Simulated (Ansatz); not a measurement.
Computed with DFT PBE, scalar-relativistic, plane waves, PAW (Ansatz). All cells share a 420 eV cutoff and Γ-centred k meshes spaced at most about 0.3 Å⁻¹ (2π included). No spin polarisation.

Temperature and zero-point effects are left out.

Compare these two cells of Be₄Se₃, each relaxed at this level.

A. Space group P-4m2 (No. 115), tetragonal, a = 3.526 Å, c = 9.315 Å. Be on its first site has 2 Se at 2.22 Å; around Be on its second site lie 4 Se at 2.21–2.22 Å; Se on a site of symmetry 2mm has 4 Be at 2.22 Å; Se on a site of symmetry -4m2 is surrounded by 4 Be at 2.21 Å.

B. Space group P-43m (No. 215), cubic, a = 4.946 Å. Be has 3 Se at 2.20 Å; around Se lie 4 Be at 2.20 Å.

Task: Which would you expect to be lower, and how large is the difference?

Result: A is lower, by 54 meV/atom. A has space group P-4m2 (No. 115), 16.5 Å³/atom and a gap of 0.49 eV on its mesh; B has space group P-43m (No. 215), 17.3 Å³/atom and a gap of 0.96 eV. Counting Se atoms around Be (those within 1.25 times the shortest such distance or 1.15 times the sum of covalent radii, 1.27 where that leaves under three; a slash parts the counts of unlike sites), A has Be 2/4 and B has Be 3. Both come from invented guesses.

No dispersion correction is applied, so the spacing and binding between layers, chains or molecules are poorly described (P-4m2), and this can change margins and order among such cells. Kohn–Sham gaps at this level usually fall short of measured ones. Cells relaxed within their symmetry can be saddle points.
